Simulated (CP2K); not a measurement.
TiSi2:

```xyz
6
Lattice="6.9859 0.0000 0.0000 -6.0940 3.4157 0.0000 0.0000 0.0000 3.5652" Properties=species:S:1:pos:R:3 pbc="T T T"
Ti   -4.7452    3.0635    0.8913
Ti    5.6372    0.3522    2.6739
Si    3.7201    0.8528    0.8913
Si   -2.8281    2.5628    2.6739
Si   -0.3159    1.9068    0.8913
Si    1.2079    1.5089    2.6739
```

The cell comes from a database or a generator and needn't be the stable form of this composition.

Base run:

| Quantity | Value |
| --- | --- |
| Program | CP2K 2026.2 |
| Functional | PBE |
| Dispersion | D2 |
| Potentials or basis | POTENTIAL_UZH Ti GTH-PBE-q12, Si GTH-PBE-q4; DZVP-MOLOPT-PBE-GTH basis |
| Density cutoff | 6123 eV |
| k mesh | 8 × 8 × 8 |
| Occupations | fermi-dirac, width 0.05 eV |
| Spin | no spin polarisation |

Its results: band gap on the k mesh none (metal or under the smearing width); pressure -1.9 GPa; largest force 0.064 eV/Å.

After a change of settings the same cell gave: band gap on the k mesh none (metal or under the smearing width); pressure -3.1 GPa; largest force 0.175 eV/Å. Which change was it?
A. dispersion from D2 to none
B. dispersion from D2 to D4
C. dispersion from D2 to D3(BJ)
D. dispersion from D2 to D3(BJ)+ATM

B.

Caveats: the basis of atomic orbitals isn't converged, which shifts pressures, moduli and gaps; pairwise dispersion overbinds metals, which lowers pressure and volume.
